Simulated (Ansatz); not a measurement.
CdSe:

```
CELL_PARAMETERS angstrom
0.00000 3.07027 3.07027
3.07027 0.00000 3.07027
3.07027 3.07027 0.00000
ATOMIC_POSITIONS crystal
Cd 0.00000 0.00000 0.00000
Se 0.25000 0.25000 0.25000
```

Measurements of this composition are mostly on another form, of space group No. 186.

- Program: Ansatz 0.2.0
- Task: relaxation of cell and atoms
- Functional: PBEsol
- Dispersion: D3(BJ)
- Potentials or basis: all-electron LAPW, scalar-relativistic
- Basis error allowed: 0.001 eV/atom
- k mesh: 8 × 8 × 8
- Occupations: fermi-dirac, width 0.05 eV
- Spin: no spin polarisation

At the start: volume 28.94 Å³/atom.

Q: Where does the relaxation end?

A: Over 5 steps the energy falls by 16.7 meV/atom and the volume is 27.25 Å³/atom (-5.8 %); space group F-43m (No. 216, to 0.05 Å).

The path:
| step | energy change (eV) | largest force (eV/Å) | volume (Å³) |
| --- | --- | --- | --- |
| 1 | 0.0000 | 0.0000 | 57.88 |
| 2 | -0.0292 | 0.0000 | 53.40 |
| 3 | -0.0332 | 0.0000 | 54.63 |
| 4 | -0.0333 | 0.0000 | 54.51 |
| 5 | -0.0333 | 0.0000 | 54.51 |

Final structure:
```
Cd Se
1.0
     0.00000    3.00933    3.00933
     3.00933    0.00000    3.00933
     3.00933    3.00933    0.00000
Cd Se
1 1
Direct
  0.00000 0.00000 0.00000
  0.25000 0.25000 0.25000
```
